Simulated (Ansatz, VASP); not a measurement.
# K: VASP beside Ansatz

Contents of INCAR:

```
SYSTEM = K
PREC     = Accurate       ! precision mode
ENCUT    = 520            ! plane-wave cutoff, eV
EDIFF    = 1E-6           ! SCF threshold, eV
ISMEAR   = -1             ! smearing method
SIGMA    = 0.1            ! smearing width, eV
LREAL    = .False.        ! projectors in reciprocal space
LASPH    = .True.         ! aspherical terms in the spheres
NELM     = 100            ! most SCF steps
ALGO     = Fast           ! electronic algorithm
ISIF     = 2              ! what is computed and relaxed
LWAVE    = .False.        ! write WAVECAR
LCHARG   = .True.         ! write CHGCAR
GGA      = PE             ! functional
LELF     = .True.         ! ELF
LVHAR    = .True.       
NBANDS   = 20             ! bands
```

File KPOINTS:

```
Automatic mesh
0
Gamma
  5 5 7
  0 0 0
```

POSCAR

```
K
1.0
    7.5677116463      0.0000000000      0.0000000000
   -3.7838558232      6.5538305342      0.0000000000
    0.0000000000      0.0000000000      4.4969861428
K
3
Direct
    0.0000000000      0.0000000000      0.0000000000
    0.3333333333      0.6666666667      0.5000000000
    0.6666666667      0.3333333333      0.5000000000
```

Input for Ansatz:

```yaml
crystal:
  lattice:
    - [7.5677116463, 0.0, 0.0]
    - [-3.7838558232, 6.5538305342, 0.0]
    - [0.0, 0.0, 4.4969861428]
  atoms:
    - { symbol: K, position: [0.0, 0.0, 0.0] }
    - { symbol: K, position: [0.3333333333, 0.6666666667, 0.5] }
    - { symbol: K, position: [0.6666666667, 0.3333333333, 0.5] }
kpoints:
  mp_grid: { grid: [5, 5, 7] }
  band_path:
    path:
      - [0.0, 0.0, 0.0]
      - [0.5, 0.0, 0.0]
      - [0.3333333333, 0.3333333333, 0.0]
      - [0.0, 0.0, 0.0]
      - [0.0, 0.0, 0.5]
      - [0.5, 0.0, 0.5]
      - [0.3333333333, 0.3333333333, 0.5]
      - [0.0, 0.0, 0.5]
      - [0.5, 0.0, 0.5]
    npoints: 14
scf:
  occupations: { method: fermi_dirac, width: 0.1 }
hamiltonian:
  xc: pbe
  pseudopotentials: { kind: all_electron, lapw: { basis_error: 0.001 } }
output:
  forces: true
  stress: true
  eigenvalues: true
  populations: true
  dos: { projected: true, de: 0.2, e_range: [-14, 8] }
```

This isn't the form of K at room conditions, which is bcc.

Alike in both runs: task single point; functional PBE; k mesh 5 × 5 × 7; occupations fermi-dirac, width 0.1 eV; no spin polarisation.

```csv
,VASP,Ansatz
version,VASP 6.6.1,Ansatz 0.2.0
potentials or method,"VASP PAW PBE potentials, release 64 (K_sv)","all-electron LAPW, scalar-relativistic"
plane-wave cutoff (eV),520,see its input
```

|  | VASP | Ansatz | Ansatz less VASP |
| --- | --- | --- | --- |
| pressure (GPa) | 0.0 | 0.0 | +0.01 |

Ansatz ran all-electron here, so the differences hold the error of VASP's frozen core and of both bases.
